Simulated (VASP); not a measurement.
# From an Ansatz input to VASP: HfS₂ (1T (CdI2) bulk)

Ansatz input

```yaml
crystal:
  lattice:
    - [3.6302959563, 0.0, 0.0]
    - [-1.8151479781, 3.1439285214, 0.0]
    - [0.0, 0.0, 5.8783581538]
  atoms:
    - { symbol: Hf, position: [0.0, 0.0, 0.0] }
    - { symbol: S, position: [0.3333333333, 0.6666666667, 0.2446279711] }
    - { symbol: S, position: [0.6666666667, 0.3333333333, 0.7553720289] }
kpoints:
  mp_grid: { grid: [12, 12, 4] }
  band_path:
    path:
      - [0.0, 0.0, 0.0]
      - [0.5, 0.0, 0.0]
      - [0.3333333333, 0.3333333333, 0.0]
      - [0.0, 0.0, 0.5]
      - [0.5, 0.0, 0.5]
      - [0.3333333333, 0.3333333333, 0.5]
      - [0.0, 0.25, 0.25]
      - [-0.083333, 0.002604, 0.002604]
      - [0.0, 0.5, 0.5]
    npoints: 1
hamiltonian:
  xc: pbe
scf:
  occupations: { method: fermi_dirac, width: 0.02 }
  n_extra_bands: 4
output:
  forces: true
  stress: true
  eigenvalues: true
```

Question: Translate this input to VASP.

Answer: 

INCAR

```
ISIF = 2
NELM = 120
LCHARG = .TRUE.
EDIFF = 1E-7
PREC = Accurate
SIGMA = 0.02
NSW = 0
ISMEAR = -1
IBRION = -1
LELF = .TRUE.
LWAVE = .FALSE.
GGA = PE
LASPH = .TRUE.
ENCUT = 520
NBANDS = 18
LREAL = .FALSE.
```

KPOINTS

```
KPOINTS created by Atomic Simulation Environment
0
Gamma
12 12 4
0 0 0
```

KPOINTS_OPT

```
special points
9
Reciprocal
0.0000000000 0.0000000000 0.0000000000 1
0.5000000000 0.0000000000 0.0000000000 1
0.3333333333 0.3333333333 0.0000000000 1
0.0000000000 0.0000000000 0.5000000000 1
0.5000000000 0.0000000000 0.5000000000 1
0.3333333333 0.3333333333 0.5000000000 1
0.0000000000 0.2500000000 0.2500000000 1
-0.0833330000 0.0026040000 0.0026040000 1
0.0000000000 0.5000000000 0.5000000000 1
```

POSCAR

```
Hf S
 1.0000000000000000
     3.6302959562758410   -0.0000000000290266    0.0000000000000000
    -1.8151479781127828    3.1439285214053139   -0.0000000000000000
     0.0000000000000000    0.0000000000000000    5.8783581538061735
 Hf  S
   1   2
Cartesian
 -0.0000000000000000 -0.0000000000000000 -0.0000000000000000
  0.0000000000167587  2.0959523475938671  1.4380108283788273
  1.8151479781462994  1.0479761737824200  4.4403473254273464
```

VASP ran with the recommended PBE PAW datasets (22 valence electrons in the cell). Other inputs would serve too.

```tsv
	Ansatz	VASP
gap between bands v and c	1.03 eV	1.05 eV
least direct gap	1.89 eV	1.91 eV
pressure	2.1 GPa	1.5 GPa
largest force	0.12 eV/Å	0.06 eV/Å
```

The two codes use different PAW datasets and cutoffs. VASP's cell holds 22 valence electrons and Ansatz's 38. Ansatz's stress includes a Pulay correction; VASP's doesn't.
